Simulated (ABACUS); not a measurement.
# C (P6_3/mmc) in ABACUS: a series of runs, part 2 of 3

ABACUS 3.10.1. The steps go on from the part before.

**4. Relaxation of cell and atoms, PBE, target pressure 10 GPa, at which the enthalpy is minimised**

The COD entry that gives the cell may itself be a prediction, so a difference from it is no test against experiment.

File run_abacus.py:

```python
"""ABACUS run from a structure file: ASE reads it, the script writes STRU, KPT and INPUT."""
import re
import subprocess
from ase.io import read
from ase.units import Bohr

atoms = read("C.xyz")
atoms = atoms[(-atoms.numbers).argsort(kind="stable")]  # ABACUS lists atoms element by element
pseudo = {'C': 'C.upf'}
orbital = {'C': 'C_confined-atom_6au_2s2p1d.orb'}
magmoms = None
kmesh = [8, 8, 2]
params = {
    'suffix': 'C',
    'calculation': 'cell-relax',
    'basis_type': 'lcao',
    'pseudo_dir': './',
    'orbital_dir': './',
    'symmetry': 1,
    'dft_functional': 'pbe',
    'ecutwfc': 100,
    'pseudo_rcut': 7,
    'nspin': 1,
    'nbands': 29,
    'ks_solver': 'genelpa',
    'smearing_method': 'fd',
    'smearing_sigma': 0.00367493,
    'scf_thr': 1e-07,
    'scf_nmax': 100,
    'mixing_type': 'broyden',
    'mixing_beta': 0.7,
    'cal_force': 1,
    'cal_stress': 1,
    'out_mul': 1,
    'relax_nmax': 60,
    'force_thr_ev': 0.02,
    'relax_method': 'cg',
    'out_stru': 1,
    'stress_thr': 1,
    'press1': 100,
    'press2': 100,
    'press3': 100,
}

symbols = atoms.get_chemical_symbols()
elements = list(dict.fromkeys(symbols))
lines = ["ATOMIC_SPECIES"] + [f"{e} {atoms.get_masses()[symbols.index(e)]:.4f} {pseudo[e]}" for e in elements]
if orbital:
    lines += ["", "NUMERICAL_ORBITAL"] + [orbital[e] for e in elements]
lines += ["", "LATTICE_CONSTANT", f"{1 / Bohr:.10f}", "", "LATTICE_VECTORS"]
lines += [" ".join(f"{x:.10f}" for x in v) for v in atoms.cell]
lines += ["", "ATOMIC_POSITIONS", "Direct"]
for e in elements:
    lines += ["", e, "0.0", str(symbols.count(e))]
    for i, p in enumerate(atoms.get_scaled_positions(wrap=False)):
        if symbols[i] == e:
            mag = "" if magmoms is None else " mag " + " ".join(str(x) for x in (magmoms[i] if isinstance(magmoms[i], list) else [magmoms[i]]))
            lines.append(" ".join(f"{x:.10f}" for x in p) + " 1 1 1" + mag)
open("STRU", "w").write("\n".join(lines) + "\n")
open("KPT", "w").write("K_POINTS\n0\nGamma\n%d %d %d 0 0 0\n" % tuple(kmesh))
open("INPUT", "w").write("INPUT_PARAMETERS\n" + "".join(f"{k:<20s}{v}\n" for k, v in params.items()))

done = subprocess.run(['mpirun', '-np', '4', 'abacus'])
if done.returncode:
    raise SystemExit(done.returncode)
log = open("OUT.C/running_cell-relax.log").read()
print("final energy (eV):", re.findall(r"FINAL_ETOT_IS (\S+)", log))
```

File C.xyz:

```xyz
12
Lattice="2.5221000000 0.0000000000 0.0000000000 -1.2610500000 2.1842026709 0.0000000000 0.0000000000 0.0000000000 12.3557000000" Properties=species:S:1:pos:R:3 pbc="T T T"
C      1.2610500001      0.7280675569      4.3760182690
C     -0.0000000001      1.4561351140     10.5538682690
C      1.2610500001      0.7280675569      1.8018317310
C     -0.0000000001      1.4561351140      7.9796817310
C      1.2610500001      0.7280675569      5.9204807690
C     -0.0000000001      1.4561351140     12.0983307690
C      1.2610500001      0.7280675569      0.2573692310
C     -0.0000000001      1.4561351140      6.4352192310
C      0.0000000000      0.0000000000     10.0390062500
C      0.0000000000      0.0000000000      3.8611562500
C      0.0000000000      0.0000000000      8.4945437500
C      0.0000000000      0.0000000000      2.3166937500
```

Run with:

```bash
> OMP_NUM_THREADS=1 python run_abacus.py > log
```

Run time: 2.4 min. Hardware: 4 MPI ranks of Intel Xeon Platinum 8375C at 2.90GHz (Ice Lake), shared host; peak memory 0.44 GiB.

Results (log left out):

| Property | Result |
| --- | --- |
| Free energy | -1963.8363 eV |
| Relaxed volume | 5.62 Å³/atom |
| Relaxed cell | a = 2.509 Å, b = 2.509 Å, c = 12.369 Å, α = 90.00°, β = 90.00°, γ = 120.00° |
| Space group after relaxing (to 0.05 Å) | P6_3/mmc (No. 194) |
| Energy change on relaxing (the enthalpy is what falls) | +1.2 meV/atom |
| Ionic steps | 8 |
| Pressure after relaxing | 10.0 GPa |

Stress tensor (GPa, compression positive):
```
 9.93  0.00  0.00
 0.00  9.93  0.00
 0.00  0.00 10.03
```

The path:
| step | energy change (eV) | largest force (eV/Å) | pressure (GPa) | volume (Å³) |
| --- | --- | --- | --- | --- |
| 1 | 0.0000 | 0.3277 | 5.84 | 68.06 |
| 2 | 0.1054 | 0.4757 | 16.02 | 66.57 |
| 3 | 0.0173 | 0.0999 | 10.26 | 67.38 |
| 4 | 0.0170 | 0.1615 | 10.03 | 67.41 |
| 5 | 0.0159 | 0.0778 | 10.12 | 67.40 |
| 6 | 0.0148 | 0.1600 | 9.92 | 67.44 |
| 7 | 0.0148 | 0.0052 | 10.05 | 67.41 |
| 8 | 0.0140 | 0.0017 | 9.96 | 67.43 |

Final structure:
```yaml
crystal:
  lattice:
    - [2.50892, 0.00000, 0.00000]
    - [-1.25446, 2.17279, 0.00000]
    - [0.00000, 0.00000, 12.36889]
  atoms:
    - { symbol: C, position: [0.66667, 0.33333, 0.35490] }
    - { symbol: C, position: [0.33333, 0.66667, 0.85490] }
    - { symbol: C, position: [0.66667, 0.33333, 0.14510] }
    - { symbol: C, position: [0.33333, 0.66667, 0.64510] }
    - { symbol: C, position: [0.66667, 0.33333, 0.47922] }
    - { symbol: C, position: [0.33333, 0.66667, 0.97922] }
    - { symbol: C, position: [0.66667, 0.33333, 0.02078] }
    - { symbol: C, position: [0.33333, 0.66667, 0.52078] }
    - { symbol: C, position: [0.00000, 0.00000, 0.81309] }
    - { symbol: C, position: [0.00000, 0.00000, 0.31309] }
    - { symbol: C, position: [0.00000, 0.00000, 0.68691] }
    - { symbol: C, position: [0.00000, 0.00000, 0.18691] }
```

Caveat: the atomic orbitals were generated for these runs and aren't a published set; the basis of atomic orbitals isn't converged, which shifts pressures, moduli and gaps.

**5. Relaxation of cell and atoms, PBE, target pressure 20 GPa, at which the enthalpy is minimised**

Edit run_abacus.py of step 4 so:

```diff
@@ -39,5 +39,5 @@
     'stress_thr': 1,
-    'press1': 100,
-    'press2': 100,
-    'press3': 100,
+    'press1': 200,
+    'press2': 200,
+    'press3': 200,
 }
```

C.xyz is that of step 4.

Potentials or basis: PseudoDojo NC SR 0.4.1 PBE standard, DZP LCAO (the cutoffs set its grid).

Run with:

```bash
> OMP_NUM_THREADS=1 python run_abacus.py > log
```

running log:

```text
ABACUS v3.10.1

               Atomic-orbital Based Ab-initio Computation at UStc

 ------------------------------------------------------------------------------------

 READING GENERAL INFORMATION
                           global_out_dir = OUT.C/
                           global_in_card = INPUT
                               pseudo_dir = ./
                              orbital_dir = ./
                                    DSIZE = 4
                                    GSIZE = 1

 READING UNITCELL INFORMATION
                                    ntype = 1
                  lattice constant (Bohr) = 1.88973
              lattice constant (Angstrom) = 1

 READING ATOM TYPE 1
                               atom label = C
                      L=0, number of zeta = 2
                      L=1, number of zeta = 2
                      L=2, number of zeta = 1
             number of atom for this type = 12

                        TOTAL ATOM NUMBER = 12
DIRECT COORDINATES
    atom                   x                   y                   z     mag                  vx                  vy                  vz
taud_C1            0.6666666667        0.3333333333        0.3541700000  0.0000        0.0000000000        0.0000000000        0.0000000000
taud_C2            0.3333333333        0.6666666667        0.8541700000  0.0000        0.0000000000        0.0000000000        0.0000000000
taud_C3            0.6666666667        0.3333333333        0.1458300000  0.0000        0.0000000000        0.0000000000        0.0000000000
taud_C4            0.3333333333        0.6666666667        0.6458300000  0.0000        0.0000000000        0.0000000000        0.0000000000
[... 191 lines left out ...]
 SET NONLOCAL PSEUDOPOTENTIAL PROJECTORS
 max number of nonlocal projetors among all species is 4

 -------------------------------------------
 STEP OF RELAXATION : 1
 -------------------------------------------

 SETUP SEARCHING RADIUS FOR PROGRAM TO SEARCH ADJACENT ATOMS
                  longest orb rcut (Bohr) = 6
   longest nonlocal projector rcut (Bohr) = 1.3
                     search radius (Bohr) = 14.6
              searching radius is (Bohr)) = 14.6
         searching radius unit is (Bohr)) = 1.89
                         PeriodicBoundary = 1
                        Radius(unit:lat0) = 7.73
                                   glayer = [ 5, 5, 2 ]
                             glayer_minus = [ 4, 4, 1 ]

Find the coordinate range of the input atom(unit:lat0).
                                  min_tau = [ -15.1, -8.74, -12.1 ]
                                  max_tau = [ 16.4, 10.2, 24.5 ]
                                BoxNumber = [ 9, 9, 3 ]

 SETUP EXTENDED REAL SPACE GRID FOR GRID INTEGRATION
                          real space grid = [ 32, 32, 150 ]
                 big cell numbers in grid = [ 8, 8, 75 ]
             meshcell numbers in big cell = [ 4, 4, 2 ]
                        extended fft grid = [ 12, 12, 20 ]
                dimension of extened grid = [ 33, 33, 116 ]
                            UnitCellTotal = 75
              Atom number in sub-FFT-grid = 9
    Local orbitals number in sub-FFT-grid = 117
                                ParaV.nnr = 99524
                                 init_chg = atomic

 LCAO ALGORITHM --------------- ION=   1  ELEC=   1--------------------------------

 Density error is 0.139890707919
----------------------------------------------------------
     Energy           Rydberg                 eV
----------------------------------------------------------
 E_KohnSham     -144.3110899747      -1963.4531082468
 E_Harris       -141.8584871672      -1930.0837351333
 E_Fermi        1.0303745001         14.0189642757
----------------------------------------------------------
[... 1090 lines left out ...]
 Largest gradient in stress is 0.698298 kbar.
 Threshold is 1.000000 kbar.

 Relaxation is converged!

 --------------------------------------------
 !FINAL_ETOT_IS -1963.7035095462288155 eV
 --------------------------------------------
```

INPUT:

```text
INPUT_PARAMETERS
suffix              C
calculation         cell-relax
basis_type          lcao
pseudo_dir          ./
orbital_dir         ./
symmetry            1
dft_functional      pbe
ecutwfc             100
pseudo_rcut         7
nspin               1
nbands              29
ks_solver           genelpa
smearing_method     fd
smearing_sigma      0.00367493
scf_thr             1e-07
scf_nmax            100
mixing_type         broyden
mixing_beta         0.7
cal_force           1
cal_stress          1
out_mul             1
relax_nmax          60
force_thr_ev        0.02
relax_method        cg
out_stru            1
stress_thr          1
press1              200
press2              200
press3              200
```

Run time: 2.8 min. Hardware: 4 MPI ranks of Intel Xeon Platinum 8375C at 2.90GHz (Ice Lake), shared host; peak memory 0.48 GiB.

What came out:

| Item | Value |
| --- | --- |
| Free energy | -1963.7035 eV |
| Relaxed volume | 5.50 Å³/atom |
| Relaxed cell | a = 2.491 Å, b = 2.491 Å, c = 12.283 Å, α = 90.00°, β = 90.00°, γ = 120.00° |
| Space group after relaxing (to 0.05 Å) | P6_3/mmc (No. 194) |
| Energy change on relaxing (the enthalpy is what falls) | +12.2 meV/atom |
| Ionic steps | 8 |
| Pressure after relaxing | 20.0 GPa |

The path:
| step | energy change (eV) | largest force (eV/Å) | pressure (GPa) | volume (Å³) |
| --- | --- | --- | --- | --- |
| 1 | 0.0000 | 0.3277 | 5.84 | 68.06 |
| 2 | 0.7493 | 0.6045 | 44.00 | 63.07 |
| 3 | 0.1407 | 0.1418 | 19.57 | 66.06 |
| 4 | 0.1519 | 0.1340 | 20.24 | 65.97 |
| 5 | 0.1480 | 0.1775 | 19.92 | 66.01 |
| 6 | 0.1490 | 0.0487 | 20.11 | 65.98 |
| 7 | 0.1449 | 0.0491 | 19.88 | 66.02 |
| 8 | 0.1468 | 0.0015 | 19.99 | 66.00 |

Final structure:
```
CELL_PARAMETERS angstrom
2.49089 0.00000 0.00000
-1.24545 2.15718 0.00000
0.00000 0.00000 12.28272
ATOMIC_POSITIONS crystal
C 0.66667 0.33333 0.35490
C 0.33333 0.66667 0.85490
C 0.66667 0.33333 0.14510
C 0.33333 0.66667 0.64510
C 0.66667 0.33333 0.47922
C 0.33333 0.66667 0.97922
C 0.66667 0.33333 0.02078
C 0.33333 0.66667 0.52078
C 0.00000 0.00000 0.81307
C 0.00000 0.00000 0.31307
C 0.00000 0.00000 0.68693
C 0.00000 0.00000 0.18693
```

Caveat: the atomic orbitals were generated for these runs and aren't a published set; the basis of atomic orbitals isn't converged, which shifts pressures, moduli and gaps.

(Continued in part 3 of 3.)
